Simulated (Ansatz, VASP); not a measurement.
**GaSb: programs and potentials compared**

The starting cell:

```
Sb Ga
1.0
     0.00000    3.05900    3.05900
     3.05900    0.00000    3.05900
     3.05900    3.05900    0.00000
Sb Ga
1 1
Direct
  0.75000 0.75000 0.75000
  0.00000 0.00000 0.00000
```

Alike in all runs: task relaxation of cell and atoms; functional PBEsol; dispersion D4; k mesh 8 × 8 × 8; occupations fermi-dirac, width 0.05 eV; no spin polarisation; no spin-orbit coupling.

```json
{"program and potentials": "Ansatz, Ansatz PAW", "plane-wave cutoff (eV)": "420", "notes": "potentials made for PBE, which Ansatz adapts in part; 14 valence electrons an atom on average", "equilibrium volume (Å³/atom)": "27.84"}
{"program and potentials": "VASP, PBE PAW files Ga_d, Sb, 600 eV", "plane-wave cutoff (eV)": "600", "notes": "potentials made for PBE; 9 valence electrons an atom on average", "equilibrium volume (Å³/atom)": "27.87"}
{"program and potentials": "Ansatz, all-electron LAPW, scalar-relativistic", "plane-wave cutoff (eV)": "-", "notes": "-", "equilibrium volume (Å³/atom)": "27.84"}
```

The equilibrium volume spans 27.84 (Ansatz, Ansatz PAW) to 27.87 Å³/atom (VASP, PBE PAW files Ga_d, Sb, 600 eV), with all-electron results at 27.84. Relaxations stop with a little pressure left, so the last digit of a volume isn't settled.

Differences between rows come from potentials, basis sets and numerical settings, since the functional is the same but for its coding. Runs on potential files found faulty are left out.

The three equilibrium volumes are practically the same, so the choice of potential hardly matters for the size of the GaSb cell. This is plausible for a covalent, weakly polar semiconductor, whose bond length is set mainly by the overlap of valence s and p orbitals. The electron counts suggest that both potential sets treat the Ga d shell as valence, while only the Ansatz set also includes the Sb d shell. That shell lies deep and is compact, so freezing it probably costs little here, though compensating differences between the potentials can't be ruled out.

All three volumes lie somewhat below experiment. Because the all-electron result shares this contraction, the potentials are not its main source. The likely cause is the added dispersion attraction, since PBEsol alone already describes the lattice constants of such semiconductors well; thermal expansion in the measured value accounts for only a small part. Agreement at the equilibrium volume does not establish equal accuracy for the compressibility or the band edges.
